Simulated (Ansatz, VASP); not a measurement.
GaAs: VASP beside Ansatz

The input POSCAR:

```
GaAs
1.0
    0.0000000000      3.0451318518      3.0451318518
    3.0451318518      0.0000000000      3.0451318518
    3.0451318518      3.0451318518      0.0000000000
As Ga
1 1
Direct
    0.7500000000      0.7500000000      0.7500000000
    0.0000000000      0.0000000000      0.0000000000
```

File INCAR.step1:

```
PREC = Accurate
ENCUT = 520
ISMEAR = -1
SIGMA = 0.01
LREAL = False
LASPH = True
NELM = 100
NBANDS = 16
GGA = PE
ALGO = Normal
EDIFF = 1E-4
LWAVE = True
LCHARG = False
```

The input INCAR.step2:

```
PREC = Accurate
ENCUT = 520
EDIFF = 1E-7
ISMEAR = -1
SIGMA = 0.01
LREAL = False
LASPH = True
NELM = 100
ALGO = Normal
ISIF = 2
LWAVE = False
LCHARG = True
METAGGA = R2SCAN
LMIXTAU = True
IVDW = 13
VDW_S6 = 1.0
VDW_S8 = 0.6018749
VDW_A1 = 0.51559235
VDW_A2 = 5.77342911
LELF = True
LVHAR = True
NBANDS = 16
ISTART = 1
```

The input KPOINTS:

```
Automatic mesh
0
Gamma
  8 8 8
```

File input.yaml:

```yaml
crystal:
  lattice:
    - [0.0, 3.0451318518, 3.0451318518]
    - [3.0451318518, 0.0, 3.0451318518]
    - [3.0451318518, 3.0451318518, 0.0]
  atoms:
    - { symbol: As, position: [0.75, 0.75, 0.75] }
    - { symbol: Ga, position: [0.0, 0.0, 0.0] }
hamiltonian:
  xc: r2scan
  pseudopotentials: { kind: nc, source: spms }
  dispersion: d4
kpoints:
  mp_grid: { grid: [8, 8, 8] }
scf:
  occupations: { method: fermi_dirac, width: 0.01 }
output:
  forces: true
  stress: true
  eigenvalues: true
```

Change from the starting cell: volume scaled by 1.25.

Alike in both runs: task single point; functional r2SCAN; dispersion D4; k mesh 8 × 8 × 8; occupations fermi-dirac, width 0.01 eV; no spin polarisation.

|  | VASP | Ansatz |
| --- | --- | --- |
| version | VASP 6.6.1 | Ansatz 0.2.0 |
| potentials or method | VASP PAW PBE potentials, release 64 (As, Ga_d) | SPMS NC |
| plane-wave cutoff (eV) | 520 | 925 |
| valence electrons in the cell | 18 | 28 |

```tsv
	VASP	Ansatz	Ansatz less VASP
gap on the k mesh at the Fermi level (eV)	none	none	-
pressure (GPa)	-10.0	-10.3	-0.36
dispersion energy (meV/atom)	-117.1	-117.3	-0.18
```

A gap of «none» marks a metal or a gap that the smearing closes. The two sets of potentials don't hold the same shells in valence.

Caveats: pairwise dispersion overbinds metals, which lowers pressure and volume; the PAW data sets were made with another functional, which shifts forces and pressure a little (VASP); the meta-GGA runs on potentials made for a GGA (Ansatz); the potentials were made for another functional, which shifts forces and pressure (Ansatz).
